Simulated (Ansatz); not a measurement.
An input for Ansatz 0.2.0 (W2C):

Contents of input.yaml:

```yaml
crystal:
  lattice:
    - [3.070045642, 0.0, 0.0]
    - [-1.535022821, 2.6587375167, 0.0]
    - [0.0, 0.0, 4.678428]
  atoms:
    - { symbol: W, position: [0.6666666667, 0.3333333333, 0.253669] }
    - { symbol: W, position: [0.3333333333, 0.6666666667, 0.746331] }
    - { symbol: C, position: [0.0, 0.0, 0.0] }
hamiltonian:
  xc: pbe
  pseudopotentials: { kind: paw, level: accurate }
  dispersion: rvv10
kpoints:
  mp_grid: { grid: [7, 7, 4] }
  band_path:
    path:
      - [[0.0, 0.0, 0.0], [0.5, 0.0, 0.0], [0.3333333333, 0.3333333333, 0.0], [0.0, 0.0, 0.0], [0.0, 0.0, 0.5], [0.5, 0.0, 0.5], [0.3333333333, 0.3333333333, 0.5], [0.0, 0.0, 0.5]]
      - [[0.5, 0.0, 0.5], [0.5, 0.0, 0.0]]
      - [[0.3333333333, 0.3333333333, 0.0], [0.3333333333, 0.3333333333, 0.5]]
    npoints: 14
scf:
  occupations: { method: methfessel_paxton, width: 0.1 }
  n_extra_bands: 7
output:
  forces: true
  stress: true
  eigenvalues: true
  fatbands: false
```

Potentials or basis: Ansatz PAW accurate.

Launch:

```console
$ ansatz run input.yaml --threads 2 --pin off --max-ram 5120MiB --backend cpu --events-out ev --progress --plain --runs-dir out
```

How does this run end?

The run stopped without a result. It printed:

Output:

```text
Error: inconsistent input (hamiltonian.dispersion, hamiltonian.xc): `dispersion: rvv10` has no transferable b for PBE exchange — Sabatini et al. (2013) fitted b=6.3 to rPW86, and the PBE refits of Peng & Perdew (2017) are task-dependent (b=6.6 S22 / b=10.0 layered). Use `xc: {exchange: rpw86, correlation: pbe}` for the original rVV10 or `xc: r2scan` for the r²SCAN+rVV10 pairing
```
